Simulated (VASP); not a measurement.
# Mo (P6_3/mmc) in VASP: a series of runs, part 2 of 2

VASP 6.6.1.

## (6) Single point, LDA

INCAR reads:

```
SYSTEM = Mo
PREC = Accurate
ENCUT = 520
EDIFF = 1E-7
ISMEAR = -1
SIGMA = 0.1
LREAL = .False.
LASPH = .True.
NELM = 60
ALGO = Normal
ISIF = 2
LWAVE = .False.
LCHARG = .False.
NBANDS = 21
```

KPOINTS reads:

```
regular mesh
0
Gamma
  15 15 8
  0 0 0
```

POSCAR reads:

```
Mo
1.0
    2.7193384109      0.0000000000      0.0000000000
   -1.3596692054      2.3550161453      0.0000000000
    0.0000000000      0.0000000000      4.7844624482
Mo
2
Direct
    0.3333333333      0.6666666667      0.2500000000
    0.6666666667      0.3333333333      0.7500000000
```

Potentials or basis: VASP PAW LDA potentials, release 64 (Mo_sv).

Launch:

```console
cat potpaw_LDA.64/Mo_sv/POTCAR > POTCAR
mpirun -np 1 vasp_std > vasp.out
```

OUTCAR:

```text
SYSTEM = Mo
   PREC = Accurate
   ENCUT = 520
   EDIFF = 1E-7
   ISMEAR = -1
   LREAL = .False.
   LASPH = .True.
   NELM = 60
   ISIF = 2

 ion  position               nearest neighbor table
   1  0.333  0.667  0.250-   2 2.86   2 2.86   2 2.86   2 2.86   2 2.86   2 2.86
   2  0.667  0.333  0.750-   1 2.86   1 2.86   1 2.86   1 2.86   1 2.86   1 2.86

  LATTYP: Found a hexagonal cell.
 ALAT       =     2.7193384109
 C/A-ratio  =     1.7594214935

  Lattice vectors:

 A1 = (   2.7193384109,   0.0000000000,   0.0000000000)
 A2 = (  -1.3596692054,   2.3550161453,   0.0000000000)
 A3 = (   0.0000000000,   0.0000000000,   4.7844624482)

Analysis of symmetry for initial positions (statically):
=====================================================================
 Subroutine PRICEL returns:
 Original cell was already a primitive cell.

 Routine SETGRP: Setting up the symmetry group for a
 hexagonal supercell.

 Subroutine GETGRP returns: Found 24 space group operations
 (whereof 12 operations were pure point group operations)
 out of a pool of 24 trial point group operations.

The static configuration has the point symmetry D_3d.
 The point group associated with its full space group is D_6h.

Analysis of symmetry for dynamics (positions and initial velocities):
=====================================================================
 Subroutine PRICEL returns:
 Original cell was already a primitive cell.

 Routine SETGRP: Setting up the symmetry group for a
 hexagonal supercell.

 Subroutine GETGRP returns: Found 24 space group operations
 (whereof 12 operations were pure point group operations)
 out of a pool of 24 trial point group operations.

The dynamic configuration has the point symmetry D_3d.
 The point group associated with its full space group is D_6h.

 Subroutine INISYM returns: Found 24 space group operations
 (whereof 12 operations are pure point group operations),
 and found     1 'primitive' translations

----------------------------------------------------------------------------------------
[... 111 lines left out ...]
   IMIX   =      4    mixing-type and parameters
     AMIX     =   0.40;   BMIX     =  1.00
     AMIX_MAG =   1.60;   BMIX_MAG =  1.00
  volume/ion in A,a.u.               =      15.32       103.38
  Fermi-wavevector in a.u.,A,eV,Ry     =   1.588659  3.002131 34.338901  2.523838
  Thomas-Fermi vector in A             =   2.687629
   LORBIT       =      0    0 simple, 1 ext, 2 COOP (PROOUT), +10 PAW based schemes
   GGA     = CA    functional components
   LHFCALC =     F    Hartree Fock is set to
   AEXX    =    0.0000 exact exchange contribution
   IVDW    =     0    specifies the selected vdW correction
   LEPSILON=     F    determine dielectric tensor
   LRPA    =     F    only Hartree local field effects (RPA)
 non-spin polarized calculation
  energy-cutoff  :      520.00
  volume of cell :       30.64
 maximum number of plane-waves:       846
   NGX = 11   NGY = 11   NGZ = 17

 number of electron      28.0000002 magnetization

 Free energy of the ion-electron system (eV)
  ---------------------------------------------------
  ext. energy  EPLUGINS =         0.00000000
  ---------------------------------------------------
  free energy    TOTEN  =       -23.41405710 eV

  energy without entropy =      -23.33075105  energy(sigma->0) =      -23.37240407

 E-fermi :  12.4570     XC(G=0): -13.6948

 val. band max:       12.4563466227   @ k =   0.0667   0.0000   0.0000
 cond. band min:      12.4616775295   @ k =   0.2000  -0.0000   0.0000
 fundamental gap:      0.0053309068
 Fermi energy:        12.4570056388

 k-point     1 :       0.0000    0.0000    0.0000
  band No.  band energies     occupation
      1     -48.0134      2.00000
      2     -47.8083      2.00000
      3     -22.8670      2.00000
      4     -21.5828      2.00000
      5     -21.4540      2.00000
      6     -21.4540      2.00000
[... 565 lines left out ...]
     20      21.5797      0.00000
     21      23.2056      0.00000

 [... further k-points ...]

------------------------ aborting loop because EDIFF is reached ----------------------------------------

  FORCE on cell =-STRESS in cart. coord.  units (eV):
  Direction    XX          YY          ZZ          XY          YZ          ZX
  --------------------------------------------------------------------------------------
  -------------------------------------------------------------------------------------
  Total        0.2233281      0.2233281      0.2486762      0.0000000     -0.0000000      0.0000000
  in kB       11.6778723     11.6778723     13.0033294      0.0000000     -0.0000000      0.0000000
  external PRESSURE =      12.1196914 kB  Pullay stress =       0.0000000 kB

 VOLUME and BASIS-vectors are now :
 -----------------------------------------------------------------------------
  energy-cutoff  :      520.00
  volume of cell :       30.64
      direct lattice vectors                 reciprocal lattice vectors
     2.719338411  0.000000000  0.000000000     0.367736504  0.212312769  0.000000000
    -1.359669205  2.355016145  0.000000000     0.000000000  0.424625539  0.000000000
     0.000000000  0.000000000  4.784462448     0.000000000  0.000000000  0.209009896

 POSITION                                       TOTAL-FORCE (eV/Angst)
 -----------------------------------------------------------------------------------
     -0.00000      1.57001      1.19612        -0.000000     -0.000000      0.000000
      1.35967      0.78501      3.58835         0.000000      0.000000      0.000000
 -----------------------------------------------------------------------------------
    total drift:                               -0.000000      0.000000     -0.000000

  FREE ENERGIE OF THE ION-ELECTRON SYSTEM (eV)
  ---------------------------------------------------
  free  energy   TOTEN  =       -23.4140570964 eV

  energy  without entropy=      -23.3307510479  energy(sigma->0) =      -23.37240407
```

OSZICAR:

```text
N       E                     dE             d eps       ncg     rms          rms(c)
DAV:   1     0.313194879691E+03    0.31319E+03   -0.17713E+04  5686   0.142E+03
DAV:   2    -0.175273719656E+02   -0.33072E+03   -0.32259E+03  6175   0.460E+02
DAV:   3    -0.246623310087E+02   -0.71350E+01   -0.70188E+01  6354   0.718E+01
DAV:   4    -0.246975732403E+02   -0.35242E-01   -0.35140E-01  6200   0.513E+00
DAV:   5    -0.246978014560E+02   -0.22822E-03   -0.22821E-03  6370   0.407E-01    0.223E+01
DAV:   6    -0.235892424179E+02    0.11086E+01   -0.20255E+00  6130   0.127E+01    0.611E+00
DAV:   7    -0.234268136859E+02    0.16243E+00   -0.38767E-01  6500   0.498E+00    0.105E+00
DAV:   8    -0.234141188693E+02    0.12695E-01   -0.11766E-02  5965   0.972E-01    0.279E-01
DAV:   9    -0.234140341485E+02    0.84721E-04   -0.35940E-04  7236   0.186E-01    0.104E-01
DAV:  10    -0.234140554663E+02   -0.21318E-04   -0.19343E-05  6100   0.390E-02    0.224E-02
DAV:  11    -0.234140570152E+02   -0.15490E-05   -0.16098E-06  6450   0.113E-02    0.592E-03
DAV:  12    -0.234140570964E+02   -0.81181E-07   -0.45848E-08  3740   0.191E-03
   1 F= -.23414057E+02 E0= -.23372404E+02  d E =-.833060E-01
```

Wall time 25 s (1 thread of Intel Xeon 6975P-C (Granite Rapids), shared host); peak memory 0.17 GiB.

Results:

- Free energy: -23.4141 eV
- Pressure: 1.2 GPa
- Band gap on the k mesh: none (metal or under the smearing width)

## (7) The runs side by side

```tsv
task	cell	k mesh	cutoff (eV)	gap on the mesh (eV)	pressure (GPa)
single point	P6_3/mmc, 15.32 Å³/atom	22 × 22 × 11	520	none	1.2
single point	P6_3/mmc, 16.55 Å³/atom	15 × 15 × 8	520	none	-16.7
single point	P6_3/mmc, 15.32 Å³/atom	13 × 13 × 7	520	none	1.1
relaxation of cell and atoms	relaxed	13 × 13 × 7	600	none	0.0
single point	P6_3/mmc, 15.32 Å³/atom	15 × 15 × 8	520	none	1.2
```

Alike in all rows: level LDA; potentials or basis VASP PAW LDA potentials, release 64 (Mo_sv); no spin polarisation; smearing fermi-dirac 0.1 eV.

Every run on the cell as given and a fine mesh finds a metal.

Caveats: so large a pressure means that the cell lies far from this level's equilibrium, or that cutoff or potentials fall short (some runs).

Absolute energies hang on the potentials; compare differences alone.
